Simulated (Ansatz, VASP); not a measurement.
## GaN in VASP and in Ansatz

```
Ga N
1.0
     3.18000    0.00000    0.00000
    -1.59000    2.75396    0.00000
     0.00000    0.00000    5.16600
Ga N
2 2
Direct
  0.66667 0.33333 0.50000
  0.33333 0.66667 0.00000
  0.66667 0.33333 0.87500
  0.33333 0.66667 0.37500
```

Alike in both runs: task relaxation of cell and atoms; functional PBE; k mesh 10 × 10 × 5; occupations fermi-dirac, width 0.05 eV; no spin polarisation.

|  | VASP | Ansatz |
| --- | --- | --- |
| version | VASP 6.6.1 | Ansatz 0.2.0 |
| potentials or method | VASP PAW PBE potentials, release 64 (Ga_d, N) | Ansatz PAW |
| plane-wave cutoff (eV) | 600 | 420 |
| valence electrons in the cell | 36 | 36 |

Ansatz gave:

```
gap on the k mesh at the Fermi level, each at its own relaxed structure (eV) : 1.71
relaxed volume (Å³/atom)                                                     : 11.76
relaxed cell length with the largest relative difference (Å)                 : 5.243
energy change over the relaxation (meV/atom)                                 : -10
```

**Question.** Which values does VASP return?

**Answer.** gap on the k mesh at the Fermi level, each at its own relaxed structure (eV): 1.71; relaxed volume (Å³/atom): 11.76; relaxed cell length with the largest relative difference (Å): 5.244; energy change over the relaxation (meV/atom): -10.

Caveats: odd divisions of the mesh miss points on the zone boundary, where band edges often lie, so the gap on the mesh can be too wide (Ansatz); the plane-wave basis is chosen anew once the cell has moved, so the energies of steps on either side of that aren't comparable (Ansatz); the pressure holds a Pulay correction of +0.5 GPa for the finite cutoff (Ansatz). As with any semilocal functional, this PBE gap is likely too small. PBE usually gives volumes a little too large and moduli too small. Zero-point motion and thermal expansion aren't in these numbers.
